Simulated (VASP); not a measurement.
Set up this calculation in VASP 6.6.1, as the native input.

| Property | Result |
| --- | --- |
| Task | relaxation of shape and atoms at fixed volume |
| Functional | LDA |
| Potentials or basis | VASP PAW LDA potentials, release 64 (Ga_d, N) |
| Cutoff | 600 eV |
| k mesh | 12 × 12 × 5 |
| Occupations | gaussian, width 0.03 eV |
| Spin | no spin polarisation |
| Further INCAR settings | ALGO = Normal; EDIFF = 1e-07; IBRION = 2; EDIFFG = -0.01; NSW = 40; ISIF = 4 |

The structure of GaN lies in POSCAR:

```
GaN                                     
1.0
    3.2186952340      0.0000000000      0.0000000000
   -1.6093476170      2.7874718396      0.0000000000
    0.0000000000      0.0000000000      5.2488899614
  Ga              N             
     2     2
Direct
     0.3333333332999970    0.6666666667000030    0.9993293524732441
     0.6666666667000030    0.3333333332999970    0.4993293524732440
     0.3333333332999970    0.6666666667000030    0.3756706475267560
     0.6666666667000030    0.3333333332999970    0.8756706475267559
```

The cell isn't the ideal one: a relaxed cell with its volume scaled by 1.06.

The input as run:

INCAR

```
SYSTEM = GaN
PREC = Accurate
ENCUT = 600
EDIFF = 1E-7
ISMEAR = 0
SIGMA = 0.03
LREAL = .FALSE.
LASPH = .TRUE.
NELM = 80
ALGO = Normal
ISIF = 4
LWAVE = .FALSE.
LCHARG = .FALSE.
IBRION = 2
NSW = 40
EDIFFG = -0.01
```

KPOINTS

```
Automatic mesh
0
G
  12 12 5
  0 0 0
```

Potentials or basis: VASP PAW LDA potentials, release 64 (Ga_d, N).

The run is started by

```sh
$ cat potpaw_LDA.64/Ga_d/POTCAR potpaw_LDA.64/N/POTCAR > POTCAR
$ mpirun -np 1 vasp_std > vasp.out
```

Results of the run:

| Item | Value |
| --- | --- |
| Energy gained by relaxing | 0.0 meV/atom |
| Ionic steps | 2 |
| Pressure after relaxing | -10.4 GPa |
| Band gap on the k mesh | 1.72 eV, direct |

Run time: 51 s on 1 thread of Intel(R) Xeon(R) 6975P-C (Granite Rapids), with other jobs on the host, peak memory 0.2 GiB.
